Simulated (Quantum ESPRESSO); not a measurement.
Crystal: Os.

```
Os
1.0
     2.73410    0.00000    0.00000
    -1.36705    2.36780    0.00000
     0.00000    0.00000    4.31970
Os
2
Direct
  0.66667 0.33333 0.75000
  0.33333 0.66667 0.25000
```

Base run:

```yaml
Program: Quantum ESPRESSO 7.5
Functional: LDA
Potentials_or_basis: PseudoDojo 0.4.1 SR LDA standard
Cutoff: 1007 eV
Density_cutoff: 4027 eV
k_mesh: 11 × 11 × 6
Occupations: fermi-dirac, width 0.05 eV
Spin: no spin polarisation
```

Its results: band gap on the k mesh none (metal or under the smearing width); pressure -9.6 GPa.

**Question.** The run is repeated on the same cell with these changes: k mesh from 11 × 11 × 6 to 8 × 8 × 4. What comes out?

**Answer.** Band gap on the k mesh none (metal or under the smearing width); pressure -10.0 GPa.

Caveats: some runs use coarse meshes; the Wannier minimisation didn't converge (some runs).

Not every run made on this cell is shown here.
